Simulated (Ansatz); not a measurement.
# Cu(111) film, 5 layers, cover Au: surface scattering

Wanted: the relaxed structure and the transmission of Cu(111) film, 5 layers, cover Au.

Calculated with Ansatz 0.2.0; Ansatz plane-wave DFT, PBE, PAW files; relaxation of the atoms about the surface defect; PAW set soft_1, in the first sound run; inputs show where later runs differ.

## (1) The starting structure

The cell holds 83 atoms: 80 Cu and 3 Au. Cell: a = 21.435 Å, b = 2.556 Å, c = 35.419 Å, α = 90.0°, β = 90.0°, γ = 90.0°. It derives from Cu. Vacuum lies along a. The structure's axis is c.

## (2) Relaxing about the defect

The neighbours of the defect are let go while the lead's layers stay on their sites, since a lead must repeat to 0.01 Å.

File input.yaml:

```yaml
crystal:
  lattice:
    - [21.4354906455, 0.0, 0.0]
    - [0.0, 2.5561627297, 0.0]
    - [0.0, 0.0, 35.4192297623]
  atoms:
    - { symbol: Cu, position: [0.2099322136, 0.0, 0.0] }
    - { symbol: Cu, position: [0.2099322136, 0.5, 0.0625] }
    - { symbol: Cu, position: [0.3072986869, 0.0, 0.0416666667] }
    - { symbol: Cu, position: [0.3072986869, 0.5, 0.1041666667] }
    - { symbol: Cu, position: [0.4046651603, 0.0, 0.0833333333] }
    - { symbol: Cu, position: [0.4046651603, 0.5, 0.0208333333] }
    - { symbol: Cu, position: [0.5020316337, 0.0, 0.0] }
    - { symbol: Cu, position: [0.5020316337, 0.5, 0.0625] }
    - { symbol: Cu, position: [0.599398107, 0.0, 0.0416666667] }
    - { symbol: Cu, position: [0.599398107, 0.5, 0.1041666667] }
    - { symbol: Cu, position: [0.2099322136, 0.0, 0.125] }
    - { symbol: Cu, position: [0.2099322136, 0.5, 0.1875] }
    - { symbol: Cu, position: [0.3072986869, 0.0, 0.1666666667] }
    - { symbol: Cu, position: [0.3072986869, 0.5, 0.2291666667] }
    - { symbol: Cu, position: [0.4046651603, 0.0, 0.2083333333] }
    - { symbol: Cu, position: [0.4046651603, 0.5, 0.1458333333] }
    - { symbol: Cu, position: [0.5020316337, 0.0, 0.125] }
    - { symbol: Cu, position: [0.5020316337, 0.5, 0.1875] }
    - { symbol: Cu, position: [0.599398107, 0.0, 0.1666666667] }
    - { symbol: Cu, position: [0.599398107, 0.5, 0.2291666667] }
    - { symbol: Cu, position: [0.2099322136, 0.0, 0.25] }
    - { symbol: Cu, position: [0.2099322136, 0.5, 0.3125] }
    - { symbol: Cu, position: [0.3072986869, 0.0, 0.2916666667] }
    - { symbol: Cu, position: [0.3072986869, 0.5, 0.3541666667] }
    - { symbol: Cu, position: [0.4046651603, 0.0, 0.3333333333] }
    - { symbol: Cu, position: [0.4046651603, 0.5, 0.2708333333] }
    - { symbol: Cu, position: [0.5020316337, 0.0, 0.25] }
    - { symbol: Cu, position: [0.5020316337, 0.5, 0.3125] }
    - { symbol: Cu, position: [0.599398107, 0.0, 0.2916666667] }
    - { symbol: Cu, position: [0.599398107, 0.5, 0.3541666667] }
    - { symbol: Cu, position: [0.2099322136, 0.0, 0.375] }
    - { symbol: Cu, position: [0.2099322136, 0.5, 0.4375] }
    - { symbol: Cu, position: [0.3072986869, 0.0, 0.4166666667] }
    - { symbol: Cu, position: [0.3072986869, 0.5, 0.4791666667] }
    - { symbol: Cu, position: [0.4046651603, 0.0, 0.4583333333] }
    - { symbol: Cu, position: [0.4046651603, 0.5, 0.3958333333] }
    - { symbol: Cu, position: [0.5020316337, 0.0, 0.375] }
    - { symbol: Cu, position: [0.5020316337, 0.5, 0.4375] }
    - { symbol: Cu, position: [0.599398107, 0.0, 0.4166666667] }
    - { symbol: Cu, position: [0.599398107, 0.5, 0.4791666667] }
    - { symbol: Cu, position: [0.2099322136, 0.0, 0.5] }
    - { symbol: Cu, position: [0.2099322136, 0.5, 0.5625] }
    - { symbol: Cu, position: [0.3072986869, 0.0, 0.5416666667] }
    - { symbol: Cu, position: [0.3072986869, 0.5, 0.6041666667] }
    - { symbol: Cu, position: [0.4046651603, 0.0, 0.5833333333] }
    - { symbol: Cu, position: [0.4046651603, 0.5, 0.5208333333] }
    - { symbol: Cu, position: [0.5020316337, 0.0, 0.5] }
    - { symbol: Cu, position: [0.5020316337, 0.5, 0.5625] }
    - { symbol: Cu, position: [0.599398107, 0.0, 0.5416666667] }
    - { symbol: Cu, position: [0.599398107, 0.5, 0.6041666667] }
    - { symbol: Cu, position: [0.2099322136, 0.0, 0.625] }
    - { symbol: Cu, position: [0.2099322136, 0.5, 0.6875] }
    - { symbol: Cu, position: [0.3072986869, 0.0, 0.6666666667] }
    - { symbol: Cu, position: [0.3072986869, 0.5, 0.7291666667] }
    - { symbol: Cu, position: [0.4046651603, 0.0, 0.7083333333] }
    - { symbol: Cu, position: [0.4046651603, 0.5, 0.6458333333] }
    - { symbol: Cu, position: [0.5020316337, 0.0, 0.625] }
    - { symbol: Cu, position: [0.5020316337, 0.5, 0.6875] }
    - { symbol: Cu, position: [0.599398107, 0.0, 0.6666666667] }
    - { symbol: Cu, position: [0.599398107, 0.5, 0.7291666667] }
    - { symbol: Cu, position: [0.2099322136, 0.0, 0.75] }
    - { symbol: Cu, position: [0.2099322136, 0.5, 0.8125] }
    - { symbol: Cu, position: [0.3072986869, 0.0, 0.7916666667] }
    - { symbol: Cu, position: [0.3072986869, 0.5, 0.8541666667] }
    - { symbol: Cu, position: [0.4046651603, 0.0, 0.8333333333] }
    - { symbol: Cu, position: [0.4046651603, 0.5, 0.7708333333] }
    - { symbol: Cu, position: [0.5020316337, 0.0, 0.75] }
    - { symbol: Cu, position: [0.5020316337, 0.5, 0.8125] }
    - { symbol: Cu, position: [0.599398107, 0.0, 0.7916666667] }
    - { symbol: Cu, position: [0.599398107, 0.5, 0.8541666667] }
    - { symbol: Cu, position: [0.2099322136, 0.0, 0.875] }
    - { symbol: Cu, position: [0.2099322136, 0.5, 0.9375] }
    - { symbol: Cu, position: [0.3072986869, 0.0, 0.9166666667] }
    - { symbol: Cu, position: [0.3072986869, 0.5, 0.9791666667] }
    - { symbol: Cu, position: [0.4046651603, 0.0, 0.9583333333] }
    - { symbol: Cu, position: [0.4046651603, 0.5, 0.8958333333] }
    - { symbol: Cu, position: [0.5020316337, 0.0, 0.875] }
    - { symbol: Cu, position: [0.5020316337, 0.5, 0.9375] }
    - { symbol: Cu, position: [0.599398107, 0.0, 0.9166666667] }
    - { symbol: Cu, position: [0.599398107, 0.5, 0.9791666667] }
    - { symbol: Au, position: [0.7059865122, 0.0, 0.4583333333] }
    - { symbol: Au, position: [0.7059865122, 0.0, 0.5833333333] }
    - { symbol: Au, position: [0.7059865122, 0.5, 0.5208333333] }
kpoints:
  mp_grid: { grid: [1, 9, 1] }
hamiltonian:
  xc: pbe
  pseudopotentials: { kind: paw, azcp: { folder: soft_1 } }
scf:
  occupations: { method: fermi_dirac, width: 0.1 }
relax:
  f_tol: 0.03
  max_steps: 40
  constraints:
    - { sites: [0, 1, 2, 3, 4, 5, 6, 7, 8, 9, 10, 11, 12, 13, 14, 15, 16, 17, 18, 19, 20, 21, 22, 23, 24, 25, 26, 27, 28, 30, 31, 32, 33, 34, 35, 40, 41, 42, 43, 44, 45, 50, 51, 52, 53, 54, 55, 57, 58, 59, 60, 61, 62, 63, 64, 65, 66, 67, 68, 69, 70, 71, 72, 73, 74, 75, 76, 77, 78, 79] }
```

Launch:

```
$ ansatz run input.yaml --threads 8 --pin off --max-ram 15360MiB --backend cpu --events-out ev --progress --plain --runs-dir out
```

Numbers of over 12 decimals in the logs are rounded to 6 here.

The program printed:

```text
Engine: ansatz 0.2.0, x86_64-unknown-linux-gnu
Pseudopotentials: kind: paw
Pseudopotential: Cu, paw, valence charge 19, recommended cutoff 420 eV (normal), soft_1/Cu.paw.azcp
Pseudopotential: Au, paw, valence charge 19, recommended cutoff 420 eV (normal), soft_1/Au.paw.azcp
Functional definition: PBE
  parameter kappa = 0.804
  parameter beta = 0.066725
  exchange = pbe_x(kappa = kappa, mu = beta*pi^2/3)
  correlation = pbe_c(beta = beta)
Crystal: 83 atoms, lattice volume = 1940.712 Å³
Basis set: ecut = 420 eV, 38121 PW (Γ), exchange–correlation on 288×36×480 points (8 copies of the dense FFT grid, shifted against one another)
Bands: 947, of which v1, the nominal top of the filled ones, is band 789 counted from 1 (788 counted from 0)
Symmetry: 2 space group operations
Space group: Pm (ITA 6), of the structure as read, at distance tolerance 1.2e-4 Å
k-points: 5 of 9
Non-local potential: Cu, projectors of the file, l = 0: 3, l = 1: 2, l = 2: 3, l = 3: 1
Non-local potential: Au, projectors of the file, l = 0: 3, l = 1: 2, l = 2: 2, l = 3: 1
PAW form: soft (Blöchl's): semilocal exchange-correlation on the pseudo side does not see the compensation charge
PAW one-centre angular grid: Cu, 590 points (default); XC on 64 Gauss nodes
PAW one-centre angular grid: Au, 590 points (default); XC on 64 Gauss nodes
Initial density: superposition of atomic densities (neutral atoms: chi_scale 0, normalization atom)
Initial wavefunctions: pseudopotential atomic-orbital guess
Functional: x = pbe(κ = 0.804, μ = 0.219515), c = pbe(β = 0.066725)
SCF iter   1: F=—  HF=-569521.292789 eV  |F-HF|=—  |Δ(HF+E_count)|=         —  Δρ=1.81e-1  dr2=3.89e2  ethr=3.10e-3  ⟨swp⟩=6.0  Hψ=18071  notcnv=0  defer=219
preconditioner: auto → LDOS  [metal: Δε(μ)=0.052 eV  Ē_g=7.955 eV  σ=0.100 eV  W_gap=0.13  n_scr=538 (ndim 8)  ℏωp=25.5 eV  f_vac=0.456  D(μ)=42.09/eV (n_scr^D=242)  β→1.0]
SCF iter   2: F=—  HF=-569966.840062 eV  |F-HF|=—  |Δ(HF+E_count)|=    4.46e2  Δρ=3.75e-1  dr2=1.58e3  ethr=3.10e-3  ⟨swp⟩=4.0  Hψ=15555  notcnv=0  defer=553  recentre
SCF iter   3: F=—  HF=-569457.882017 eV  |F-HF|=—  |Δ(HF+E_count)|=    5.09e2  Δρ=4.82e-2  dr2=3.14e1  ethr=3.10e-3  ⟨swp⟩=4.0  Hψ=12132  notcnv=0  defer=588
SCF iter   4: F=—  HF=-569453.976395 eV  |F-HF|=—  |Δ(HF+E_count)|=    3.91e0  Δρ=2.28e-2  dr2=5.84e0  ethr=1.99e-3  ⟨swp⟩=2.6  Hψ=7799  notcnv=0  defer=572
SCF iter   5: F=—  HF=-569452.814343 eV  |F-HF|=—  |Δ(HF+E_count)|=    1.16e0  Δρ=6.48e-3  dr2=7.98e-1  ethr=3.70e-4  ⟨swp⟩=2.0  Hψ=7796  notcnv=0  defer=572
SCF iter   6: F=—  HF=-569452.844182 eV  |F-HF|=—  |Δ(HF+E_count)|=   2.98e-2  Δρ=2.32e-3  dr2=1.11e-1  ethr=5.06e-5  ⟨swp⟩=2.0  Hψ=6446  notcnv=0  defer=572
SCF iter   7: F=—  HF=-569452.855391 eV  |F-HF|=—  |Δ(HF+E_count)|=   1.12e-2  Δρ=7.74e-4  dr2=1.41e-2  ethr=7.04e-6  ⟨swp⟩=2.0  Hψ=6426  notcnv=0  defer=572
SCF iter   8: F=—  HF=-569452.865679 eV  |F-HF|=—  |Δ(HF+E_count)|=   1.03e-2  Δρ=4.18e-4  dr2=3.30e-3  ethr=8.96e-7  ⟨swp⟩=2.0  Hψ=6742  notcnv=0  defer=572
SCF iter   9: F=—  HF=-569452.865880 eV  |F-HF|=—  |Δ(HF+E_count)|=   2.01e-4  Δρ=2.04e-4  dr2=1.23e-3  ethr=2.09e-7  ⟨swp⟩=2.0  Hψ=6321  notcnv=0  defer=572
SCF iter  10: F=—  HF=-569452.865915 eV  |F-HF|=—  |Δ(HF+E_count)|=   3.56e-5  Δρ=6.52e-5  dr2=1.16e-4  ethr=7.80e-8  ⟨swp⟩=2.0  Hψ=6215  notcnv=0  defer=572
SCF iter  11: F=-569452.865940 eV  HF=-569452.865921 eV  |F-HF|=1.89e-5  |Δ(HF+E_count)|=   5.62e-6  Δρ=2.49e-5  dr2=8.95e-6  ethr=1.43e-9  ⟨swp⟩=3.0  Hψ=16952  notcnv=0
SCF 1 converged in 11 iterations: F = -569452.865940 eV  dr2 = 8.95e-6
  greatest PAW one-centre occupation: 1.000 electrons in one spin orbital (limit 2), on the Au atom at site 81 (counted from 0), in its partial waves of l = 0
relax step   1: F+E_penalty+E_count = -569452.86593997 eV  Δ(F+E_penalty+E_count) = +0.000e0 eV  max|allowed force component| = 3.318e0 eV/Å  Δτ_max = 0.0000 Å  (11 SCF iters, dr2 threshold 2.25e-5 eV, accepted)
Initial density: handed on by an earlier stage of this run
Initial wavefunctions: those handed on with the density
iter 1 solved again at ethr=1.11e-5 eV; its pass at ethr=3.10e-3 eV (dr2=1.75e-1 eV) is discarded
SCF iter   1: F=—  HF=-569453.716111 eV  |F-HF|=—  |Δ(HF+E_count)|=         —  Δρ=2.69e-3  dr2=2.59e-1  ethr=1.11e-5  ⟨swp⟩=2.6  Hψ=20457  notcnv=0  defer=296
eigensolver tolerance schedule calibrated: the retry pair's looser diagonalisation under-reported the residual by θ = 0.32 (0.13/decade); ethr = c·dr2/N_el runs at the constant in force after the calibration composes with the one it found (an armed cap, an earlier calibration), c = 5.7e-2
preconditioner: auto → LDOS  [metal: Δε(μ)=0.002 eV  Ē_g=8.750 eV  σ=0.100 eV  W_gap=0.00  n_scr=538 (ndim 8)  ℏωp=25.5 eV  f_vac=0.455  D(μ)=30.28/eV (n_scr^D=168)  β→1.0]
SCF iter   2: F=—  HF=-569453.726135 eV  |F-HF|=—  |Δ(HF+E_count)|=   1.00e-2  Δρ=1.92e-3  dr2=1.71e-1  ethr=9.35e-6  ⟨swp⟩=3.0  Hψ=10150  notcnv=0  defer=296
SCF iter   3: F=—  HF=-569453.691192 eV  |F-HF|=—  |Δ(HF+E_count)|=   3.49e-2  Δρ=9.94e-4  dr2=1.49e-2  ethr=6.18e-6  ⟨swp⟩=3.0  Hψ=10506  notcnv=0  defer=365
SCF iter   4: F=—  HF=-569453.689625 eV  |F-HF|=—  |Δ(HF+E_count)|=   1.57e-3  Δρ=7.44e-4  dr2=6.96e-3  ethr=5.38e-7  ⟨swp⟩=3.0  Hψ=9609  notcnv=0  defer=379
SCF iter   5: F=—  HF=-569453.688500 eV  |F-HF|=—  |Δ(HF+E_count)|=   1.12e-3  Δρ=1.53e-4  dr2=3.59e-4  ethr=2.51e-7  ⟨swp⟩=2.0  Hψ=7874  notcnv=0  defer=379
SCF iter   6: F=-569453.688437 eV  HF=-569453.688481 eV  |F-HF|=4.33e-5  |Δ(HF+E_count)|=   1.94e-5  Δρ=6.22e-5  dr2=5.67e-5  ethr=3.60e-9  ⟨swp⟩=2.6  Hψ=19014  notcnv=0
SCF 2 converged in 6 iterations: F = -569453.688437 eV  dr2 = 5.67e-5
relax step   2: F+E_penalty+E_count = -569453.68843747 eV  Δ(F+E_penalty+E_count) = -8.225e-1 eV  max|allowed force component| = 9.632e-1 eV/Å  Δτ_max = 0.1968 Å  (6 SCF iters, dr2 threshold 1.00e-4 eV, accepted)
SCF iter   1: F=—  HF=-569453.903771 eV  |F-HF|=—  |Δ(HF+E_count)|=         —  Δρ=3.43e-3  dr2=1.59e-1  ethr=1.50e-4  ⟨swp⟩=6.4  Hψ=18087  notcnv=0  defer=344
preconditioner: auto → LDOS  [metal: Δε(μ)=0.003 eV  Ē_g=8.747 eV  σ=0.100 eV  W_gap=0.01  n_scr=538 (ndim 8)  ℏωp=25.5 eV  f_vac=0.454  D(μ)=30.61/eV (n_scr^D=168)  β→1.0]
SCF iter   2: F=—  HF=-569453.879961 eV  |F-HF|=—  |Δ(HF+E_count)|=   2.38e-2  Δρ=2.17e-3  dr2=1.21e-1  ethr=1.01e-5  ⟨swp⟩=3.0  Hψ=10740  notcnv=0  defer=520
SCF iter   3: F=—  HF=-569453.854651 eV  |F-HF|=—  |Δ(HF+E_count)|=   2.53e-2  Δρ=1.04e-3  dr2=1.52e-2  ethr=7.68e-6  ⟨swp⟩=3.0  Hψ=8152  notcnv=0  defer=520
[...]
SCF iter   3: F=-569453.888372 eV  HF=-569453.888372 eV  |F-HF|=1.07e-7  |Δ(HF+E_count)|=   1.06e-7  Δρ=2.82e-6  dr2=9.24e-8  ethr=6.34e-12  ⟨swp⟩=3.0  Hψ=16485  notcnv=0
SCF 14 converged in 3 iterations: F = -569453.888372 eV  dr2 = 9.24e-8
relax step  14: F+E_penalty+E_count = -569453.88837200 eV  Δ(F+E_penalty+E_count) = -1.242e-7 eV  max|allowed force component| = 9.933e-4 eV/Å  Δτ_max = 0.0000 Å  (3 SCF iters, accepted)
SCF converged after 3 iterations
Free energy (F): -569453.888372 eV
Harris-Foulkes:  -569453.888372 eV  (|F-HF|=1.07e-7)
Internal energy: -569452.916017 eV  (E = F + TS)
E sigma→0 (E₀):  -569453.402194 eV
Entropy (-TS):   -0.972355 eV (-11.715 meV/atom)
Fermi energy:    6.186287 eV
--- Per-component energies (eV) ---
  E_band       = -46066.020703
  E_kinetic    = 22651.221766
  E_local      = -2566277.526822  (includes V_loc(G=0)·N_el)
  E_nonlocal   = 71583.008747
  E_hartree    = 1247246.336354
  E_xc         = -6129.181378
  E_vxc        = -7861.163104  (∫ρ·V_xc dr)
  E_paw        = -174476.009880  (= ΣΔE_a)
  E_vpaw       = -60654.329119  (= ΣTr[D̂ρ^β])
  E_aug_tail   = 0.083175  (compensation charges beyond the density's cutoff)
  E_ewald      = 835949.152022
  E_smearing   = -0.972355  (= −TS)
  E_closure    = -0.000000  (closes the sum)
  Σ components = -569453.888372   (vs F -569453.888372, Δ=0.00e0)
--- Forces (eV/Å), atoms counted from 1 ---
  atom   1  Cu     0.01486150     0.00000000     0.00081811
  atom   2  Cu     0.01368256     0.00000000     0.00005361
  atom   3  Cu    -0.05206505     0.00000000    -0.00651278
  atom   4  Cu    -0.05061027     0.00000000    -0.00686757
  atom   5  Cu    -0.00261847     0.00000000    -0.00073626
  atom   6  Cu    -0.00104883     0.00000000    -0.00126584
  atom   7  Cu     0.05579389     0.00000000     0.00492325
  atom   8  Cu     0.05502262     0.00000000     0.01041288
  atom   9  Cu    -0.02144555     0.00000000    -0.00151264
  atom  10  Cu    -0.01670417     0.00000000     0.00127967
  atom  11  Cu     0.01879415     0.00000000    -0.00426504
  atom  12  Cu     0.01753471     0.00000000     0.00155413
  atom  13  Cu    -0.05229346     0.00000000    -0.00393721
  atom  14  Cu    -0.05235122     0.00000000    -0.00513332
  atom  15  Cu     0.00141370     0.00000000     0.00062498
  atom  16  Cu    -0.00074611     0.00000000     0.00032582
  atom  17  Cu     0.05423450     0.00000000     0.00691896
  atom  18  Cu     0.05024946     0.00000000     0.00689783
  atom  19  Cu    -0.01697168     0.00000000    -0.00132017
  atom  20  Cu    -0.01610833     0.00000000    -0.00418860
  atom  21  Cu     0.02097615     0.00000000     0.00377059
  atom  22  Cu     0.01722124     0.00000000     0.00532540
  atom  23  Cu    -0.04442153     0.00000000    -0.00728457
  atom  24  Cu    -0.05498871     0.00000000    -0.01069516
  atom  25  Cu     0.05997396     0.00000000     0.04206200
  atom  26  Cu     0.00065334     0.00000000    -0.00201997
  atom  27  Cu     0.05099692     0.00000000     0.00492929
  atom  28  Cu     0.02850063     0.00000000     0.00871449
  atom  29  Cu    -0.01443918     0.00000000    -0.07398750
  atom  30  Cu    -0.00043951     0.00000000     0.00043774
  atom  31  Cu     0.01460809     0.00000000     0.00171171
  atom  32  Cu     0.02612111     0.00000000     0.00620086
  atom  33  Cu    -0.05686852     0.00000000    -0.00432732
  atom  34  Cu    -0.05310216     0.00000000    -0.00265301
  atom  35  Cu     0.01358341     0.00000000    -0.04760881
  atom  36  Cu     0.08818120     0.00000000    -0.01075589
  atom  37  Cu     0.00062528     0.00000000     0.00018922
  atom  38  Cu     0.00013996     0.00000000     0.00051717
  atom  39  Cu    -0.00067915     0.00000000    -0.00093653
  atom  40  Cu    -0.00051437     0.00000000     0.00006353
[...]
atom  72  Cu     0.01589675     0.00000000     0.00328165
  atom  73  Cu    -0.05035154     0.00000000    -0.00761442
  atom  74  Cu    -0.05167187     0.00000000    -0.00378312
  atom  75  Cu    -0.00348287     0.00000000     0.00099359
  atom  76  Cu    -0.00186485     0.00000000     0.00019127
  atom  77  Cu     0.05121976     0.00000000     0.00492099
  atom  78  Cu     0.05392318     0.00000000     0.00379759
  atom  79  Cu    -0.01542636     0.00000000    -0.00024056
  atom  80  Cu    -0.01809545     0.00000000    -0.00325386
  atom  81  Au     0.00056370     0.00000000    -0.00037388
  atom  82  Au     0.00008041     0.00000000    -0.00041301
  atom  83  Au     0.00066348     0.00000000     0.00099333
  max |Σ_I F_I| component: 2.48e-4 eV/Å
--- Relaxed structure (14 steps of the walk, 13 accepted, 0 SCFs on fresh bases) ---
  F+E_penalty+E_count = -569453.88837200 eV   max|allowed force component| = 9.933e-4 eV/Å
  atoms:
    - { symbol: Cu, position: [0.209932, 0.0, 0.0] }
    - { symbol: Cu, position: [0.209932, 0.5, 0.0625] }
    - { symbol: Cu, position: [0.307299, 0.0, 0.041667] }
    - { symbol: Cu, position: [0.307299, 0.5, 0.104167] }
    - { symbol: Cu, position: [0.404665, 0.0, 0.083333] }
    - { symbol: Cu, position: [0.404665, 0.5, 0.020833] }
    - { symbol: Cu, position: [0.5020316337, 0.0, 0.0] }
    - { symbol: Cu, position: [0.5020316337, 0.5, 0.0625] }
    - { symbol: Cu, position: [0.599398107, 0.0, 0.041667] }
    - { symbol: Cu, position: [0.599398107, 0.5, 0.104167] }
    - { symbol: Cu, position: [0.209932, 0.0, 0.125] }
    - { symbol: Cu, position: [0.209932, 0.5, 0.1875] }
    - { symbol: Cu, position: [0.307299, 0.0, 0.166667] }
    - { symbol: Cu, position: [0.307299, 0.5, 0.229167] }
    - { symbol: Cu, position: [0.404665, 0.0, 0.208333] }
    - { symbol: Cu, position: [0.404665, 0.5, 0.145833] }
    - { symbol: Cu, position: [0.5020316337, 0.0, 0.125] }
    - { symbol: Cu, position: [0.5020316337, 0.5, 0.1875] }
    - { symbol: Cu, position: [0.599398107, 0.0, 0.166667] }
    - { symbol: Cu, position: [0.599398107, 0.5, 0.229167] }
    - { symbol: Cu, position: [0.209932, 0.0, 0.25] }
    - { symbol: Cu, position: [0.209932, 0.5, 0.312500] }
    - { symbol: Cu, position: [0.307299, 0.0, 0.291667] }
    - { symbol: Cu, position: [0.307299, 0.5, 0.354167] }
    - { symbol: Cu, position: [0.404665, 0.0, 0.3333333333] }
    - { symbol: Cu, position: [0.404665, 0.5, 0.270833] }
    - { symbol: Cu, position: [0.5020316337, 0.0, 0.25] }
    - { symbol: Cu, position: [0.5020316337, 0.5, 0.312500] }
    - { symbol: Cu, position: [0.599398107, 0.0, 0.291667] }
    - { symbol: Cu, position: [0.600007, 0.5, 0.353426] }
    - { symbol: Cu, position: [0.209932, 0.0, 0.375] }
    - { symbol: Cu, position: [0.209932, 0.5, 0.437500] }
    - { symbol: Cu, position: [0.307299, 0.0, 0.416667] }
    - { symbol: Cu, position: [0.307299, 0.5, 0.479167] }
    - { symbol: Cu, position: [0.404665, 0.0, 0.458333] }
    - { symbol: Cu, position: [0.404665, 0.5, 0.395833] }
    - { symbol: Cu, position: [0.503694, 0.0, 0.375181] }
    - { symbol: Cu, position: [0.503339, 0.5, 0.436926] }
    - { symbol: Cu, position: [0.604248, 0.0, 0.415418] }
    - { symbol: Cu, position: [0.597178, 0.5, 0.478921] }
[...]
- { symbol: Cu, position: [0.599398107, 0.0, 0.791667] }
    - { symbol: Cu, position: [0.599398107, 0.5, 0.854167] }
    - { symbol: Cu, position: [0.209932, 0.0, 0.875000] }
    - { symbol: Cu, position: [0.209932, 0.5, 0.937500] }
    - { symbol: Cu, position: [0.307299, 0.0, 0.9166666667] }
    - { symbol: Cu, position: [0.307299, 0.5, 0.9791666667] }
    - { symbol: Cu, position: [0.404665, 0.0, 0.958333] }
    - { symbol: Cu, position: [0.404665, 0.5, 0.895833] }
    - { symbol: Cu, position: [0.5020316337, 0.0, 0.875000] }
    - { symbol: Cu, position: [0.5020316337, 0.5, 0.937500] }
    - { symbol: Cu, position: [0.599398107, 0.0, 0.9166666667] }
    - { symbol: Cu, position: [0.599398107, 0.5, 0.9791666667] }
    - { symbol: Au, position: [0.702281, 0.0, 0.464360] }
    - { symbol: Au, position: [0.701055, 0.0, 0.617256] }
    - { symbol: Au, position: [0.709164, 0.5, 0.540720] }
```

Run time: 35 min. Hardware: 8 threads of Intel Xeon 6975P-C (Granite Rapids), shared host; peak memory 10 GiB; 4.5 h of CPU time.

Step by step:

```tsv
step	energy less that of the first step (eV)	largest force component (eV/Å)
1	0.0000	3.3177
2	-0.8225	0.9632
3	-0.9877	0.2479
4	-1.0132	0.0357
5	-1.0160	0.0161
6	-1.0171	0.0137
7	-1.0178	0.0316
8	-1.0194	0.0430
9	-1.0191	0.1023
10	-1.0215	0.0427
11	-1.0220	0.0469
12	-1.0222	0.0453
13	-1.0224	0.0010
14	-1.0224	0.0010
```

Relaxation step 9 was tried and not accepted.

The run keeps the 2 symmetry operations that it works with, so distortions that break them were not tested.

The atoms that moved most (Å):

```tsv
atom	dx	dy	dz	length
Au82	-0.106	0.000	1.202	1.206
Au83	0.068	0.000	0.704	0.708
Au81	-0.079	0.000	0.213	0.228
Cu39	0.104	0.000	-0.044	0.113
Cu50	-0.078	0.000	0.001	0.078
Cu40	-0.048	0.000	-0.009	0.048
Cu49	-0.041	0.000	-0.003	0.041
Cu37	0.036	0.000	0.006	0.036
```

This step gave:

```yaml
free_energy: -569453.8884 eV
energy_at_zero_smearing: -569453.4022 eV
fermi_energy: 6.186 eV
```

The largest force component on a free atom ends at 9.9e-4 eV/Å, under the tolerance of 0.03, after 14 steps.

[end of part 1 of 2]

[Logs are printed without paths, hosts, clocks, repeated set-up lines and the standing remarks that a program may print on its own settings, such as how far it seeks lower states.]

[Hosts, paths, dates, database ids (printed as entryN), source tags and the programs' standing remarks are cut or masked in the printed files.]
